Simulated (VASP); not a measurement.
Input of a VASP 6.6.1 run:

Contents of INCAR:

```
SYSTEM = Nb
  PREC = Accurate
  ENCUT = 520
  EDIFF = 1E-6
  ISMEAR = 1
  SIGMA = 0.1
  LREAL = .False.
  LASPH = .True.
  NELM = 120
  ALGO = Normal
  ISIF = 2
  LWAVE = .False.
  LCHARG = .False.
  LDIPOL = .True.
  IDIPOL = 3
  DIPOL = 0.5 0.5 0.500
  GGA = PE
  IBRION = 2
  NSW = 90
  EDIFFG = -0.02
  KPAR = 2
```

File KPOINTS:

```
regular mesh
0
Gamma
  12 12 1
  0 0 0
```

Contents of POSCAR:

```
Nb
1.0
    2.8655568500      0.0000000000      0.0000000000
   -0.9551856200      2.7016728600      0.0000000000
    0.0000000000      0.0000000000     24.1867782300
Nb
3
Selective dynamics
Direct
    0.0000000000      0.0000000000      0.4032641600  F F F
    0.5000000000      0.5000000000      0.4999979100  T T T
    0.0000000000      0.0000000000      0.5967358400  T T T
```

Potentials or basis: VASP PAW PBE potentials, release 64 (Nb_sv).

Run with:

```console
$ cat potpaw_PBE.64/Nb_sv/POTCAR > POTCAR
$ mpirun -np 2 vasp_std > vasp.out
```

Task: Predict the band gap on the k mesh.

Result: None (metal or under the smearing width).

Task: Estimate the energy gained by relaxing.

Result: 8.9 meV/atom.

Step by step:
| step | energy change (eV) | largest force (eV/Å) | pressure (GPa) |
| --- | --- | --- | --- |
| 1 | 0.0000 | 0.3855 | -3.03 |
| 2 | -0.0065 | 0.3663 | -2.89 |
| 3 | -0.0164 | 0.3024 | -2.44 |
| 4 | -0.0166 | 0.3007 | -2.37 |
| 5 | -0.0225 | 0.1956 | -2.23 |
| 6 | -0.0266 | 0.0139 | -1.94 |
